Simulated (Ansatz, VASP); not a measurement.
**One calculation of SiC2, two programs**

```
Si C
1.0
     3.22859    0.00000    0.00000
    -1.61429    2.79604    0.00000
     0.00000    0.00000   13.97778
Si C
2 4
Direct
  0.33333 0.66667 0.50000
  0.66667 0.33333 0.50000
  0.33333 0.66667 0.83609
  0.33333 0.66667 0.16391
  0.66667 0.33333 0.83609
  0.66667 0.33333 0.16391
```

Alike in both runs: functional PBE; k mesh 12 × 12 × 4; occupations gaussian, width 0.1 eV; no spin polarisation.

Ansatz relaxed the structure, and its values are those at the end. VASP's run is a single point on that final structure, the one shown.

|  | VASP | Ansatz |
| --- | --- | --- |
| version | VASP 6.6.1 | Ansatz 0.2.0 |
| potentials or method | VASP PAW PBE potentials, release 64 (Si, C) | scalar-relativistic, plane waves, PAW |
| plane-wave cutoff (eV) | 520 | 420 |
| valence electrons in the cell | 24 | 24 |

```csv
,VASP,Ansatz,Ansatz less VASP
gap on the k mesh at the Fermi level (eV),none,none,-
pressure (GPa),0.0,0.0,+0.03
```

A gap of «none» marks a metal or a gap that the smearing closes. The functional is the same, so the differences come from potentials, cutoffs and numerics.

Caveats: this functional lacks dispersion, which binds the layers, so the pressure and a relaxed spacing across them are unreliable.
